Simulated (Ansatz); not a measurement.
# P: from a first guess to the relaxed bcc type

First guess:

```
CELL_PARAMETERS angstrom
-1.40625 1.40625 1.40625
1.40625 -1.40625 1.40625
1.40625 1.40625 -1.40625
ATOMIC_POSITIONS crystal
P 0.00000 0.00000 0.00000
```

All numbers below come from DFT, PBE, PAW with Ansatz's default frozen-core files, scalar-relativistic (Ansatz 0.2.0).

Cell and atoms relax within the symmetry of the start on a 16×16×16 k mesh with 0.03 eV Fermi–Dirac smearing.

The start is built from a prototype, known or not as a phase of this compound; the cutoff is 420 eV.

**Question.** What is the pressure of the first guess?

**Answer.** 38.2 GPa.

**Question.** What does it relax to?

**Answer.** a = 3.055 Å, b = 3.055 Å, c = 3.055 Å, α = 90.00°, β = 90.00°, γ = 90.00° (conventional cell), 14.25 Å³ per atom:
```xyz
1
Lattice="-1.5274 1.5274 1.5274 1.5274 -1.5274 1.5274 1.5274 1.5274 -1.5274" Properties=species:S:1:pos:R:3 pbc="T T T"
P     0.0000    0.0000    0.0000
```

**Question.** How much energy does the relaxation release?

**Answer.** 303 meV/atom.
